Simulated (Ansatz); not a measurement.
**GeSe (Pnma): a many-body input that goes wrong, and its mend**

A first try at the G0W0 gap of GeSe (Pnma), what the program said, and an input that works.

Calculated with Ansatz 0.2.0; G0W0 on PBE, plane waves, PAW.

The database entry behind the starting cell differs from later determinations by our own check (about 0.3 % short), so it need not match the best structure at ambient conditions.

## Step 1: Starting point

Symmetry: Pnma, No. 62, orthorhombic system. The conventional cell has a = 10.790 Å, b = 3.820 Å, c = 4.380 Å, α = 90.00°, β = 90.00°, γ = 90.00°. Ge has 3 Se at 2.54 to 2.58 Å nearest. Se has 3 Ge at 2.54 to 2.58 Å nearest. Farther neighbours and most contacts between anions are not listed.

The cell and positions come from the Crystallography Open Database and are kept as given unless a step says otherwise. The default PAW set here is soft_2. Its files were made with PBE.

## Step 2: First try

input.yaml reads:

```yaml
crystal:
  lattice:
    - [10.79, 0.0, 0.0]
    - [0.0, 3.82, 0.0]
    - [0.0, 0.0, 4.38]
  atoms:
    - { symbol: Ge, position: [0.121, 0.75, 0.894] }
    - { symbol: Ge, position: [0.621, 0.75, 0.606] }
    - { symbol: Ge, position: [0.379, 0.25, 0.394] }
    - { symbol: Ge, position: [0.879, 0.25, 0.106] }
    - { symbol: Se, position: [0.852, 0.75, 0.497] }
    - { symbol: Se, position: [0.352, 0.75, 0.003] }
    - { symbol: Se, position: [0.648, 0.25, 0.997] }
    - { symbol: Se, position: [0.148, 0.25, 0.503] }
kpoints:
  mp_grid: { grid: [2, 4, 4] }
hamiltonian:
  xc: pbe
scf:
  occupations: { method: fixed }
  max_iter: 60
gw:
  n_empty_bands: 190
  ecut_chi: 60
  qp_bands: [v2, c2]
  qp_kpoints: band_edges
  screening: { model: contour_deformation }
total_charge: -1
```

The run is started by

```bash
$ ansatz run input.yaml --threads 3 --pin off --max-ram 64512MiB --backend cuda --events-out ev --progress --plain --runs-dir out --devices 1 --max-vram 24GiB  # rebuilt from the run's record
```

Numbers of over 12 decimals in the logs are rounded to 6 here.

What it wrote:

```text
Error: inconsistent input (scf.occupations.method, magnetization): a σ = 0 step fill (method: fixed, or a smearing width below the step floor) cannot realise an odd electron count (121) — the per-k integer fill puts the same N_el/2 bands in each spin channel; use a smearing method with a finite width, such as fermi_dirac
```

Run time: 0.1 s. Hardware: 3 threads of AMD EPYC 7R13 (Zen 3), shared host; peak memory 0.12 GiB.

**Diagnosis.**

The input was rejected at the start.

The program's message: “Error: inconsistent input (scf.occupations.method, magnetization): a σ = 0 step fill (method: fixed, or a smearing width below the step floor) cannot realise an odd electron count (121) — the per-k in …”

The fault: a charged cell. Adding or removing electrons leaves a partly filled band.

## Step 3: A better input

Now the one-shot GW correction: screening in the RPA, then the self-energy of the levels asked for.

Edit input.yaml of step 2 so:

```diff
@@ -20,6 +20,5 @@
   occupations: { method: fixed }
-  max_iter: 60
 gw:
-  n_empty_bands: 190
-  ecut_chi: 60
+  n_empty_bands: 753
+  ecut_chi: 150
   qp_bands: [v2, c2]
@@ -27,2 +26 @@
   screening: { model: contour_deformation }
-total_charge: -1
```

What it wrote:

```text
GPUs: using 1 of 1 available (devices: 1).
[...]
device memory: the entry about to start is reckoned to put 3.3 GiB on a device that reports 66.1 GiB free (of which the cap on the GPU budget leaves the run 24.0 GiB)
GPU FFT provider: cuFFT
GPU libraries: cuBLAS 13.8.2, cuFFT 12.4.0, cuSOLVER 12.3.4
Crystal: 8 atoms, lattice volume = 180.534 Å³
Basis set: ecut = 420 eV, 3547 PW (Γ)
Bands: 72, of which v1, the nominal top of the filled ones, is band 60 counted from 1 (59 counted from 0)
Symmetry: 8 space group operations
[...]
k-points: 18 of 32
[...]
GPU buffer pool allocated for 60750 grid points (all kernels)
GPU transforms: local potential and band sums: pruned to the plane-wave sphere, on 75×25×30
[...]
SCF iter   1: F=—  HF=-39057.960856 eV  |F-HF|=—  |Δ(HF+E_count)|=         —  Δρ=1.20e-3  dr2=2.92e-3  ethr=1.77e-3  ⟨swp⟩=4.7  Hψ=3907  notcnv=0  defer=169
[...]
0    59      8.0614   -16.3148     1.4039   -14.3697  0.7443     7.5136     7.5204  root
     0    60      8.7937   -16.4935     0.9159   -15.0888  0.7540     8.3010     8.3049  root
     0    61      9.5286    -8.6635    -3.5244   -12.1042  0.7722     9.4450     9.4449  root
     0    62     11.5444    -7.9055    -4.0982   -11.9070  0.7629    11.4478    11.4476  root
     1    59      8.5459   -16.6621     0.9890   -15.1857  0.7527     8.0543     8.0584  root
     1    60      8.6624   -16.4026     0.7981   -15.1380  0.7538     8.1923     8.1958  root
     1    61      9.9320    -8.7047    -3.6638   -12.3092  0.7703     9.8727     9.8727  root
     1    62     10.4118    -9.4416    -3.7407   -13.1510  0.7701    10.3805    10.3805  root
[...]
15    59      7.2763   -15.5597     1.2706   -13.7629  0.7418     6.7430     6.7502  root
    15    60      7.2763   -15.5597     1.2706   -13.7629  0.7418     6.7430     6.7502  root
    15    61     10.3731    -9.3487    -3.7069   -12.9991  0.7678    10.3167    10.3167  root
    15    62     10.3731    -9.3487    -3.7069   -12.9991  0.7678    10.3167    10.3167  root
[key lines of the parts left out:]
SCF converged after 6 iterations
Free energy (F): -39057.959961 eV
Fermi energy:    8.793721 eV
```

Wall time 38 s (1 × NVIDIA H100 80GB HBM3 (shared by 3 runs) with 3 threads); peak memory 3.7 GiB.

Numbers from this step:

| Property | Result |
| --- | --- |
| bands summed | 813 |
| RPA ε∞ on this mesh (eigenvalues) | 13.15, 14.09, 21.59 |
| plane waves in the screening matrix | 763 |
| q-points in the mesh | 32 |
| G0W0 gap on the mesh | 1.140 eV |
| k of the valence top | 0, 0, 0 |
| k of the conduction bottom | 0, 0, 0 |
| starting gap on the mesh | 0.7349 eV |
| Z at the valence top | 0.7540 |
| Z at the conduction bottom | 0.7722 |
| least direct G0W0 gap on the computed points | 1.140 eV |

The gap on the mesh goes from 0.73 eV to 1.14 eV, a correction of +0.41 eV. Between the two edge states, bare exchange in place of the xc potential would open the gap by 4.85 eV, and correlation takes back 4.44 eV.

## Step 4: Results

```json
{
  "first try": "refused after 0.1 s",
  "better run": "G0W0 gap on the mesh 1.14 eV (2×4×4 mesh, 753 empty bands, screening to 150 eV)"
}
```

**Reading.** The second run differs in: empty bands, screening cutoff (eV), cell charge and iteration cap. Bands and cutoff are finite, so the gap is not at the basis limit. The miss can reach some tenths of an eV and take either sign; the mesh is an error of its own. The 2×4×4 mesh is coarse for this cell (its supercell is 15 Å along the shortest edge). The RPA ε∞ on it, from the PBE start, is 13.15, 14.09 and 21.59; such meshes misread the long-range screening, most where the gap is narrow. The many-body steps are scalar-relativistic: spin-orbit coupling is not in them.

[Paths, hosts, dates, memory and timing lines, banners, echoed tables and standing remarks are left out of the program output.]

[Logs are printed without paths, hosts, clocks, repeated set-up lines and the standing remarks that a program may print on its own settings, such as how far it seeks lower states.]

[Runs of the session that timed out or met a known fault of the program may be left out.]

[Cells called generated may have been cut or substituted from an entry of the Crystallography Open Database or the Materials Project.]

[Hosts, paths, dates, database ids (printed as entryN), source tags and the programs' standing remarks are cut or masked in the printed files.]
